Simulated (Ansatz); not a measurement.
## F on Co(0001): change of the work function: cost of one run

Ansatz 0.2.0; plane-wave DFT, PBE, Ansatz PAW (set soft_1); PAW set soft_1. The cell holds 18 atoms.

Input file input.yaml:

```yaml
crystal:
  lattice:
    - [5.02, 0.0, 0.0]
    - [2.51, 4.347447527, 0.0]
    - [0.0, 0.0, 25.2315073062]
  atoms:
    - { symbol: Co, position: [0.3333333333, 0.3333333333, 0.3566968826], spin: 1.82 }
    - { symbol: Co, position: [0.0, 0.0, 0.4373741872], spin: 1.76 }
    - { symbol: Co, position: [0.3333333333, 0.3333333333, 0.5184353712], spin: 1.74 }
[... 9 atom lines left out ...]
    - { symbol: Co, position: [0.8333333333, 0.8333333333, 0.3566968826], spin: 1.82 }
    - { symbol: Co, position: [0.5, 0.5, 0.4373741872], spin: 1.76 }
    - { symbol: Co, position: [0.8333333333, 0.8333333333, 0.5184353712], spin: 1.74 }
    - { symbol: Co, position: [0.5, 0.5, 0.5955323834], spin: 1.79 }
    - { symbol: F, position: [0.1666666667, 0.1666666667, 0.6433031174] }
    - { symbol: F, position: [0.6666666667, 0.1666666667, 0.6433031174] }
magnetization:
  spin_polarized: true
kpoints:
  mp_grid: { grid: [6, 6, 1] }
hamiltonian:
  xc: pbe
  pseudopotentials: { kind: paw, azcp: { folder: soft_1 } }
scf:
  occupations: { method: fermi_dirac, width: 0.1 }
  convergence: { dr2_threshold: 1.0e-08 }
efield:
  axis: 3
  dipole_correction: true
  ramp_position: 0.97
  ramp_width: 0.06
relax:
  f_tol: 0.02
  max_steps: 60
  constraints: [{ sites: [0, 1, 4, 5, 8, 9, 12, 13] }]
output:
  dos: { projected: true, e_range: [-8, 4] }
  write_potential: true
  write_density: true
  volumetric_format: npy
  elf: true
```

Command:

```
> ansatz run input.yaml --threads 4 --pin off --max-ram 16384MiB --backend cpu --events-out ev --progress --plain --runs-dir out
```

The cutoff in use is 420 eV. For reference, a run of the same kind (37 atoms, 4 k-points, 410 bands, 24,277 plane waves and two spins; 65 SCF cycles) took 24 min and 9.8 GiB on the same hardware.

What time and memory should one allow on 4 threads of Arm Neoverse V1, shared host?

A cutoff of 420 eV is a sphere of radius 10.5 Å⁻¹, so a cell of 551 Å³ holds about V·G³/6π² = 10,762 plane waves. Symmetry cuts the 6×6×1 mesh from 36 to 13 points. The run has 13 k-points, 189 bands, 10,867 plane waves and two spins. Taking the work of a cycle as k-points × spins × bands × plane waves, that is 0.67 times the reference, or 16 min at the reference's 65 cycles. The run needed 81 SCF cycles over 6 ionic steps, which makes it about 20 min. One copy of the wavefunctions takes 0.8 GiB at 16 bytes a coefficient, against 1.2 GiB in the reference; grids, projectors and work arrays come on top. Measured: about 15 min, with a peak of 3.8 GiB. The run was quicker than this simple count says.

[Logs are printed without paths, hosts, clocks, repeated set-up lines and the standing remarks that a program may print on its own settings, such as how far it seeks lower states.]

[Hosts, paths, dates, database ids (printed as entryN), source tags and the programs' standing remarks are cut or masked in the printed files.]

[Maps of the electrostatic potential energy from Ansatz leave out the sawtooth potential of an applied field or a dipole correction, so their vacuum need not be flat; planar profiles and work functions include it.]
